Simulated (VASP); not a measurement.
# P (Cmmm) in VASP: a series of runs

One crystal, P, is run at these levels: PBEsol; tasks: single point.

Everything below comes from runs of VASP 6.6.1. Logs are shortened: lines on timing, memory, paths and dates and some standing lists are left out, and cuts for length are marked.

**1. The cell of the first run**

Symmetry: Cmmm, No. 65, orthorhombic system. Conventional cell: a = 5.741 Å, b = 6.345 Å, c = 4.378 Å, α = 90.00°, β = 90.00°, γ = 90.00°. P (site symmetry mmm) has 6 P at 4.28 to 4.38 Å as nearest neighbours.

This isn't the form of P at room conditions, which is orthorhombic.

**2. Single point, PBEsol (strain -0.1000 x Voigt [0, 0, 0, 0, 0, 1], atoms carried along)**

INCAR reads:

```
  PREC = Accurate
  ENCUT = 520
  EDIFF = 1E-7
  ISMEAR = 0
  SIGMA = 0.15
  LREAL = False
  LASPH = True
  NELM = 60
  ALGO = Fast
  ISIF = 2
  LWAVE = False
  LCHARG = False
  GGA = PS
  NBANDS = 8
```

KPOINTS reads:

```
Automatic mesh
0
Gamma
  12 12 12
```

POSCAR reads:

```
P
1.0
    4.2729048574     -0.2136452429      0.0000000000
   -0.2136452429      4.2729048574      0.0000000000
    0.0000000000      0.0000000000      4.3780000000
P
1
Direct
    0.0000000000      0.0000000000      0.0000000000
```

Potentials or basis: VASP PAW PBE potentials, release 64 (P).

Launch:

```bash
$ cat potpaw_PBE.64/P/POTCAR > POTCAR
$ mpirun -np 1 vasp_std > vasp.out
```

OUTCAR:

```text
PREC = Accurate
   ENCUT = 520
   EDIFF = 1E-7
   ISMEAR = 0
   LREAL = False
   LASPH = True
   NELM = 60
   ISIF = 2
   GGA = PS

 ion  position               nearest neighbor table
   1  0.000  0.000  0.000-

  LATTYP: Found a base centered orthorhombic cell.
 ALAT       =     5.7406600000
 B/A-ratio  =     1.1052631579
 C/A-ratio  =     0.7626300809

  Lattice vectors:

 A1 = (   4.2729048574,  -0.2136452429,   0.0000000000)
 A2 = (  -0.2136452429,   4.2729048574,   0.0000000000)
 A3 = (   0.0000000000,   0.0000000000,   4.3780000000)

Analysis of symmetry for initial positions (statically):
=====================================================================
 Subroutine PRICEL returns:
 Original cell was already a primitive cell.

 Routine SETGRP: Setting up the symmetry group for a
 base centered orthorhombic supercell.

 Subroutine GETGRP returns: Found  8 space group operations
 (whereof  8 operations were pure point group operations)
 out of a pool of  8 trial point group operations.

The static configuration has the point symmetry D_2h.

Analysis of symmetry for dynamics (positions and initial velocities):
=====================================================================
 Subroutine PRICEL returns:
 Original cell was already a primitive cell.

 Routine SETGRP: Setting up the symmetry group for a
 base centered orthorhombic supercell.

 Subroutine GETGRP returns: Found  8 space group operations
 (whereof  8 operations were pure point group operations)
 out of a pool of  8 trial point group operations.

The dynamic configuration has the point symmetry D_2h.

 Subroutine INISYM returns: Found  8 space group operations
 (whereof  8 operations are pure point group operations),
 and found     1 'primitive' translations

----------------------------------------------------------------------------------------

                                     Primitive cell

  volume of cell :      79.7324

  direct lattice vectors                    reciprocal lattice vectors
     4.272904857 -0.213645243  0.000000000     0.234619375  0.011730969  0.000000000
    -0.213645243  4.272904857  0.000000000     0.011730969  0.234619375  0.000000000
     0.000000000  0.000000000  4.378000000     0.000000000  0.000000000  0.228414801

  length of vectors
     4.278242654  4.278242654  4.378000000     0.234912466  0.234912466  0.228414801

  position of ions in fractional coordinates (direct lattice)
     0.000000000  0.000000000  0.000000000

  ion indices of the primitive-cell ions
   primitive index   ion index
                 1           1

----------------------------------------------------------------------------------------

 KPOINTS: Automatic mesh

Automatic generation of k-mesh.
 Grid dimensions read from file:
 generate k-points for:   12   12   12

 Generating k-lattice:

  Cartesian coordinates                     Fractional coordinates (reciprocal lattice)
     0.019551615  0.000977581  0.000000000     0.083333333  0.000000000  0.000000000
     0.000977581  0.019551615  0.000000000     0.000000000  0.083333333  0.000000000
     0.000000000  0.000000000  0.019034567     0.000000000  0.000000000  0.083333333

  Length of vectors
     0.019576039  0.019576039  0.019034567

  Shift w.r.t. Gamma in fractional coordinates (k-lattice)
     0.000000000  0.000000000  0.000000000

 Subroutine IBZKPT returns following result:
 ===========================================

 Found    301 irreducible k-points:

 Following reciprocal coordinates:
            Coordinates               Weight
  0.000000  0.000000  0.000000      1.000000
  0.083333  0.000000  0.000000      4.000000
  0.166667  0.000000  0.000000      4.000000
  0.250000  0.000000  0.000000      4.000000
  0.333333  0.000000  0.000000      4.000000
  0.416667 -0.000000  0.000000      4.000000
[... 16 lines left out ...]
  0.500000  0.166667  0.000000      4.000000
 -0.416667  0.166667  0.000000      4.000000
 [... further k-points ...]
   k-points           NKPTS =    301   k-points in BZ     NKDIM =    301   number of bands    NBANDS=      8
   number of dos      NEDOS =    301   number of ions     NIONS =      1
   total plane-waves  NPLWV =  36864
   dimension x,y,z NGX =    32 NGY =   32 NGZ =   36
   dimension x,y,z NGXF=    64 NGYF=   64 NGZF=   72
   ions per type =               1
   NGX,Y,Z   is equivalent  to a cutoff of  12.43, 12.43, 13.67 a.u.
   NGXF,Y,Z  is equivalent  to a cutoff of  24.87, 24.87, 27.34 a.u.
 SYSTEM =  unknown system
   PREC   = accura    normal or accurate (medium, high low for compatibility)
   ISTART =      0    job   : 0-new  1-cont  2-samecut
   ICHARG =      2    charge: 1-file 2-atom 10-const
   ISPIN  =      1    spin polarized calculation?
   LNONCOLLINEAR =      F non collinear calculations
   LSORBIT =      F    spin-orbit coupling
   LASPH  =      T    aspherical Exc in radial PAW
   ENCUT  =  520.0 eV  38.22 Ry    6.18 a.u.   7.95  7.95  8.14*2*pi/ulx,y,z
   NELM   =     60;   NELMIN=  2; NELMDL= -5     # of ELM steps
   EDIFF  = 0.1E-06   stopping-criterion for ELM
   LREAL  =      F    real-space projection
   EDIFFG = 0.1E-05   stopping-criterion for IOM
   NSW    =      0    number of steps for IOM
   IBRION =     -1    ionic relax: 0-MD 1-quasi-New 2-CG
   NFREE  =      0    steps in history (QN), initial steepest desc. (CG)
   ISIF   =      2    stress and relaxation
   ISYM   =      2    0-nonsym 1-usesym 2-fastsym
   POTIM  = 0.5000    time-step for ionic-motion
   TEBEG  =    0.0;   TEEND  =   0.0 temperature during run
   PSTRESS=    0.0 pullay stress
   NELECT =       5.0000    total number of electrons
   NUPDOWN=      -1.0000    fix difference up-down
   EMIN   =  10.00;   EMAX   =-10.00  energy-range for DOS
   EFERMI =   0.00;   METHOD = LEGACY
   ISMEAR =     0;   SIGMA  =   0.15  broadening in eV -4-tet -1-fermi 0-gaus
   EFERMI_NEDOS =   21; number of points for ismear=-14 and -15
   IALGO  =     68    algorithm
   IMIX   =      4    mixing-type and parameters
     AMIX     =   0.40;   BMIX     =  1.00
     AMIX_MAG =   1.60;   BMIX_MAG =  1.00
  volume/ion in A,a.u.               =      79.73       538.06
  Fermi-wavevector in a.u.,A,eV,Ry     =   0.650409  1.229095  5.755696  0.423032
  Thomas-Fermi vector in A             =   1.719678
   LORBIT       =      0    0 simple, 1 ext, 2 COOP (PROOUT), +10 PAW based schemes
   GGA     = PS    functional components
   LHFCALC =     F    Hartree Fock is set to
   AEXX    =    0.0000 exact exchange contribution
   IVDW    =     0    specifies the selected vdW correction
   LEPSILON=     F    determine dielectric tensor
   LRPA    =     F    only Hartree local field effects (RPA)
 non-spin polarized calculation
 RMM-DIIS sequential band-by-band and
 Gauss-broadening in eV      SIGMA  =   0.15
  energy-cutoff  :      520.00
  volume of cell :       79.73
 maximum number of plane-waves:      2172
   NGX = 15   NGY = 15   NGZ = 17

 number of electron       4.9999999 magnetization

 Free energy of the ion-electron system (eV)
  ---------------------------------------------------
  ext. energy  EPLUGINS =         0.00000000
  ---------------------------------------------------
  free energy    TOTEN  =        -1.18364450 eV

  energy without entropy =       -1.14494828  energy(sigma->0) =       -1.16429639

 E-fermi :  -3.0706     XC(G=0):  -5.0647

 val. band max:       -3.0707745438   @ k =  -0.4167   0.0833   0.2500
 cond. band min:      -3.0699475219   @ k =  -0.2500   0.2500   0.0833
 fundamental gap:      0.0008270219
 Fermi energy:        -3.0705735303

 k-point     1 :       0.0000    0.0000    0.0000
  band No.  band energies     occupation
      1     -11.8022      2.00000
      2      -2.6231      0.00002
      3      -2.5620      0.00000
      4      -2.4648      0.00000
      5       1.5543      0.00000
      6       4.3688      0.00000
      7       4.5024      0.00000
      8       8.8990      0.00000

 k-point     2 :       0.0833    0.0000    0.0000
  band No.  band energies     occupation
      1     -11.7913      2.00000
      2      -2.6509      0.00008
      3      -2.6133      0.00002
      4      -2.4901      0.00000
      5       1.6738      0.00000
      6       4.4218      0.00000
      7       4.5976      0.00000
      8       8.4701      0.00000

 k-point     3 :       0.1667    0.0000    0.0000
  band No.  band energies     occupation
      1     -11.7609      2.00000
      2      -2.9417      0.22421
      3      -2.5861      0.00000
      4      -2.4787      0.00000
      5       1.9762      0.00000
      6       4.5399      0.00000
      7       4.8576      0.00000
      8       7.8255      0.00000

 k-point     4 :       0.2500    0.0000    0.0000
  band No.  band energies     occupation
      1     -11.7184      2.00000
      2      -3.2978      1.96784
      3      -2.5483      0.00000
      4      -2.4496      0.00000
      5       2.3690      0.00000
      6       4.6986      0.00000
      7       5.0764      0.00000
      8       7.2502      0.00000

 k-point     5 :       0.3333    0.0000    0.0000
  band No.  band energies     occupation
      1     -11.6747      2.00000
      2      -3.6135      2.00000
      3      -2.5095      0.00000
      4      -2.4183      0.00000
      5       2.7966      0.00000
      6       4.8651      0.00000
      7       5.0064      0.00000
      8       6.8084      0.00000

 k-point     6 :       0.4167   -0.0000    0.0000
  band No.  band energies     occupation
      1     -11.6419      2.00000
      2      -3.8256      2.00000
      3      -2.4805      0.00000
      4      -2.3946      0.00000
      5       3.2068      0.00000
      6       4.6982      0.00000
      7       5.0072      0.00000
      8       6.5315      0.00000

 k-point     7 :       0.5000    0.0000    0.0000
  band No.  band energies     occupation
      1     -11.6297      2.00000
      2      -3.8999      2.00000
      3      -2.4698      0.00000
      4      -2.3858      0.00000
      5       3.4226      0.00000
      6       4.5024      0.00000
      7       5.0553      0.00000
      8       6.4373      0.00000
[... 133 lines left out ...]
 k-point    20 :       0.2500    0.1667    0.0000
  band No.  band energies     occupation
      1     -11.6758      2.00000
      2      -3.2765      1.94783
      3      -2.8578      0.04488
      4      -2.5106      0.00000
      5       2.8202      0.00000
      6       4.8996      0.00000
      7       5.2946      0.00000
      8       7.0787      0.00000

 k-point    21 :       0.3333    0.1667    0.0000
  band No.  band energies     occupation
      1     -11.6334      2.00000
      2      -3.5709      2.00000
      3      -2.8160      0.01640
      4      -2.4734      0.00000
      5       3.2119      0.00000
      6       4.8038      0.00000
      7       5.3440      0.00000
      8       6.8775      0.00000

 k-point    22 :       0.4167    0.1667    0.0000
  band No.  band energies     occupation
      1     -11.6026      2.00000
      2      -3.7676      2.00000
      3      -2.7719      0.00486
      4      -2.4466      0.00000
      5       3.5934      0.00000
      6       4.4233      0.00000
      7       5.4140      0.00000
      8       6.6482      0.00000

 k-point    23 :       0.5000    0.1667    0.0000
  band No.  band energies     occupation
      1     -11.5923      2.00000
      2      -3.8298      2.00000
      3      -2.7431      0.00202
      4      -2.4378      0.00000
      5       3.8683      0.00000
      6       4.0351      0.00000
      7       5.4901      0.00000
      8       6.5788      0.00000

 k-point    24 :      -0.4167    0.1667    0.0000
  band No.  band energies     occupation
      1     -11.6058      2.00000
      2      -3.7470      2.00000
      3      -2.7400      0.00183
      4      -2.4498      0.00000
      5       3.4523      0.00000
      6       4.3361      0.00000
      7       5.4668      0.00000
      8       6.6142      0.00000

 [... further k-points ...]

------------------------ aborting loop because EDIFF is reached ----------------------------------------

  FORCE on cell =-STRESS in cart. coord.  units (eV):
  Direction    XX          YY          ZZ          XY          YZ          ZX
  --------------------------------------------------------------------------------------
  -------------------------------------------------------------------------------------
  Total       -1.9803267     -1.9803267     -1.7853797      0.1967712      0.0000000      0.0000000
  in kB      -39.7935171    -39.7935171    -35.8761695      3.9540041      0.0000000      0.0000000
  external PRESSURE =     -38.4877346 kB  Pullay stress =       0.0000000 kB

 VOLUME and BASIS-vectors are now :
 -----------------------------------------------------------------------------
  energy-cutoff  :      520.00
  volume of cell :       79.73
      direct lattice vectors                 reciprocal lattice vectors
     4.272904857 -0.213645243  0.000000000     0.234619375  0.011730969  0.000000000
    -0.213645243  4.272904857  0.000000000     0.011730969  0.234619375  0.000000000
     0.000000000  0.000000000  4.378000000     0.000000000  0.000000000  0.228414801

 POSITION                                       TOTAL-FORCE (eV/Angst)
 -----------------------------------------------------------------------------------
      0.00000      0.00000      0.00000        -0.000000      0.000000      0.000000
 -----------------------------------------------------------------------------------
    total drift:                               -0.000000     -0.000000      0.000000

  FREE ENERGIE OF THE ION-ELECTRON SYSTEM (eV)
  ---------------------------------------------------
  free  energy   TOTEN  =        -1.1836444982 eV

  energy  without entropy=       -1.1449482842  energy(sigma->0) =       -1.16429639
```

Run time: 83 s. Hardware: 1 thread of Intel Xeon Platinum 8488C (Sapphire Rapids), shared host; peak memory 0.3 GiB.

Results:

- Free energy: -1.1836 eV
- Pressure: -3.8 GPa
- Band gap on the k mesh: none (metal or under the smearing width)

Stress tensor (GPa, compression positive):
```
-3.98  0.40  0.00
 0.40 -3.98  0.00
 0.00  0.00 -3.59
```

Levels at points of the mesh, in eV from the Fermi level:
| k point | band 1 | band 2 | band 3 | band 4 | band 5 | band 6 |
| --- | --- | --- | --- | --- | --- | --- |
| (0.00, 0.00, 0.00) | -8.73 | 0.45 | 0.51 | 0.61 | 4.62 | 7.44 |
| (0.50, 0.00, 0.00) | -8.56 | -0.83 | 0.60 | 0.68 | 6.49 | 7.57 |
| (0.50, 0.50, 0.00) | -8.40 | -0.62 | -0.43 | 0.73 | 5.87 | 8.11 |
| (0.00, 0.00, 0.50) | -8.59 | -0.78 | 0.63 | 0.72 | 6.47 | 7.47 |
| (0.50, 0.00, 0.50) | -8.43 | -0.57 | -0.48 | 0.79 | 5.85 | 8.04 |
| (0.50, 0.50, 0.50) | -8.28 | -0.40 | -0.24 | -0.23 | 6.71 | 6.88 |

Caveat: the PAW data sets were made with another functional, which shifts forces and pressure a little.

**3. Single point, PBEsol (strain -0.0500 x Voigt [0, 0, 0, 0, 0, 1], atoms carried along)**

INCAR reads:

```
  PREC = Accurate
  ENCUT = 520
  EDIFF = 1E-6
  ISMEAR = 0
  SIGMA = 0.15
  LREAL = F
  LASPH = T
  NELM = 100
  ALGO = Fast
  ISIF = 2
  LWAVE = F
  LCHARG = T
  GGA = PS
  LELF = T
  LVHAR = T
  NBANDS = 8
```

KPOINTS reads:

```
regular mesh
0
Gamma
  12 12 12
```

POSCAR reads:

```
P
1.0
    4.2729048574     -0.1068226214      0.0000000000
   -0.1068226214      4.2729048574      0.0000000000
    0.0000000000      0.0000000000      4.3780000000
P
1
Direct
    0.0000000000      0.0000000000      0.0000000000
```

Potentials or basis: VASP PAW PBE potentials, release 64 (P).

Launch:

```bash
$ cat potpaw_PBE.64/P/POTCAR > POTCAR
$ mpirun -np 1 vasp_std > vasp.out
```

Run time: 98 s. Hardware: 1 thread of Intel Xeon Platinum 8488C (Sapphire Rapids), shared host; peak memory 0.3 GiB.

Results (log left out):

| Quantity | Value |
| --- | --- |
| Free energy | -1.1874 eV |
| Pressure | -3.9 GPa |
| Band gap on the k mesh | none (metal or under the smearing width) |

Stress tensor (GPa, compression positive):
```
-3.99  0.20  0.00
 0.20 -3.99  0.00
 0.00  0.00 -3.58
```

Levels at points of the mesh, in eV from the Fermi level:
```
           k point  band 1  band 2  band 3  band 4  band 5  band 6
(0.00, 0.00, 0.00)   -8.73    0.45    0.53    0.58    4.63    7.44
(0.50, 0.00, 0.00)   -8.56   -0.83    0.60    0.70    6.51    7.56
(0.50, 0.50, 0.00)   -8.40   -0.58   -0.48    0.74    5.87    8.12
(0.00, 0.00, 0.50)   -8.59   -0.78    0.65    0.70    6.47    7.47
(0.50, 0.00, 0.50)   -8.43   -0.57   -0.48    0.81    5.85    8.10
(0.50, 0.50, 0.50)   -8.28   -0.36   -0.28   -0.24    6.84    6.87
```

Caveat: the PAW data sets were made with another functional, which shifts forces and pressure a little.

**4. Single point, PBEsol (strain +0.0750 x Voigt [0, 0, 0, 0, 0, 1], atoms carried along)**

INCAR reads:

```
ALGO = Fast
EDIFF = 1E-6
ENCUT = 520
GGA = PS
ISIF = 2
ISMEAR = 0
LASPH = T
LCHARG = F
LREAL = F
LWAVE = F
NBANDS = 8
NELM = 80
PREC = Accurate
SIGMA = 0.15
```

KPOINTS reads:

```
k-points
0
Gamma
  12 12 12
```

POSCAR reads:

```
P
1.0
    4.2729048574      0.1602339322      0.0000000000
    0.1602339322      4.2729048574      0.0000000000
    0.0000000000      0.0000000000      4.3780000000
P
1
Direct
    0.0000000000      0.0000000000      0.0000000000
```

Launch:

```bash
$ cat potpaw_PBE.64/P/POTCAR > POTCAR
$ mpirun -np 1 vasp_std > vasp.out
```

Wall time 2 min (1 thread of Intel Xeon Platinum 8488C (Sapphire Rapids), shared host); peak memory 0.3 GiB.

It converged, with:

| Quantity | Value |
| --- | --- |
| Free energy | -1.1858 eV |
| Pressure | -3.9 GPa |
| Band gap on the k mesh | none (metal or under the smearing width) |

Stress tensor (GPa, compression positive):
```
-3.99 -0.30  0.00
-0.30 -3.99  0.00
 0.00  0.00 -3.59
```

Levels at points of the mesh, in eV from the Fermi level:
| k point | band 1 | band 2 | band 3 | band 4 | band 5 | band 6 | band 7 | band 8 |
| --- | --- | --- | --- | --- | --- | --- | --- | --- |
| (0.00, 0.00, 0.00) | -8.73 | 0.45 | 0.52 | 0.59 | 4.63 | 7.44 | 7.55 | 12.01 |
| (0.50, 0.00, 0.00) | -8.56 | -0.83 | 0.60 | 0.69 | 6.50 | 7.57 | 8.15 | 9.51 |
| (0.50, 0.50, 0.00) | -8.40 | -0.60 | -0.45 | 0.73 | 5.87 | 8.11 | 9.46 | 10.02 |
| (0.00, 0.00, 0.50) | -8.59 | -0.78 | 0.64 | 0.71 | 6.47 | 7.47 | 8.18 | 9.73 |
| (0.50, 0.00, 0.50) | -8.43 | -0.57 | -0.48 | 0.80 | 5.85 | 8.07 | 9.64 | 9.73 |
| (0.50, 0.50, 0.50) | -8.28 | -0.38 | -0.25 | -0.24 | 6.77 | 6.88 | 7.18 | 9.24 |

Caveat: the PAW data sets were made with another functional, which shifts forces and pressure a little.

**5. The runs side by side**

```tsv
cell	further INCAR settings	gap on the mesh (eV)	pressure (GPa)
strain -0.1000 x Voigt [0, 0, 0, 0, 0, 1], atoms carried along	ALGO = Fast; EDIFF = 1e-07; NBANDS = 8	none	-3.8
strain -0.0500 x Voigt [0, 0, 0, 0, 0, 1], atoms carried along	ALGO = Fast; EDIFF = 1e-06; NBANDS = 8	none	-3.9
strain +0.0750 x Voigt [0, 0, 0, 0, 0, 1], atoms carried along	ALGO = Fast; EDIFF = 1e-06; NBANDS = 8	none	-3.9
```

Alike in all rows: task single point; level PBEsol; potentials or basis VASP PAW PBE potentials, release 64 (P); no spin polarisation; k mesh 12 × 12 × 12; cutoff (eV) 520; smearing gaussian 0.15 eV.

Caveats: the PAW data sets were made with another functional, which shifts forces and pressure a little.

Total energies depend on the potentials used, so only differences within one code and one set of settings carry meaning.
